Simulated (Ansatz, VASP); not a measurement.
## Two plane-wave programs on Cs

```
Cs
1.0
    -2.75008    2.75008    4.09724
     2.75008   -2.75008    4.09724
     2.75008    2.75008   -4.09724
Cs
1
Cartesian
  0.0000 0.0000 0.0000
```

This isn't the form of Cs at room conditions, which is bcc.

Alike in both runs: task single point; functional PBE; k mesh 7 × 7 × 7; occupations gaussian, width 0.02 eV; no spin polarisation.

|  | VASP | Ansatz |
| --- | --- | --- |
| version | VASP 6.6.1 | Ansatz 0.2.0 |
| potentials or method | VASP PAW PBE potentials, release 64 (Cs_sv) | Ansatz PAW |
| plane-wave cutoff (eV) | 520 | 420 |
| valence electrons in the cell | 9 | 9 |

|  | VASP | Ansatz | Ansatz less VASP |
| --- | --- | --- | --- |
| gap on the k mesh at the Fermi level (eV) | none | none | - |
| pressure (GPa) | -0.1 | -0.1 | +0.01 |

A gap of «none» marks a metal or a gap that the smearing closes.

Spin-orbit coupling is left out, which matters for the levels of Cs.
